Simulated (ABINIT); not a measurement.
Here is an ABINIT 10.8.3 (patched build) calculation.

The input run.abi:

```
ndtset 2

pp_dirpath "./"
pseudos "Al.upf"

acell 3*1.0
rprim
     0.0000000000     3.8263269058     3.8263269058
     3.8263269058     0.0000000000     3.8263269058
     3.8263269058     3.8263269058     0.0000000000
ntypat 1
znucl 13
natom 1
typat 1
xred
     0.0000000000     0.0000000000     0.0000000000

ecut 20.0

ixc -109134

occopt 3
tsmear 0.00183747

nstep 100

iomode 3
prtwf 0
prteig 0
prtebands 0
enunit 1
prtden1 1

kptopt1 1
ngkpt1 11 11 11
nshiftk1 1
shiftk1 0.0 0.0 0.0
nband1 6
tolvrs1 1.0e-10

iscf2 -2
getden2 1
nband2 10
nbdbuf2 2
tolwfr2 1.0e-12
kptopt2 -9
ndivsm2 5
prteig2 1
kptbounds2
     0.0000000000     0.0000000000     0.0000000000
     0.5000000000     0.0000000000     0.5000000000
     0.5000000000     0.2500000000     0.7500000000
     0.3750000000     0.3750000000     0.7500000000
     0.0000000000     0.0000000000     0.0000000000
     0.5000000000     0.5000000000     0.5000000000
     0.6250000000     0.2500000000     0.6250000000
     0.5000000000     0.2500000000     0.7500000000
     0.5000000000     0.5000000000     0.5000000000
     0.3750000000     0.3750000000     0.7500000000
```

Potentials or basis: PseudoDojo NC SR PBE v0.4.1 standard.

The run is started by

```bash
$ abinit run.abi > log 2>&1
```

(1) Predict the pressure.

(2) What does it give for the band gap on the k mesh?

## Answers

(1) 0.2 GPa.

(2) none (metal or under the smearing width).

Caveat: the potentials were made for another functional, which shifts forces and pressure.
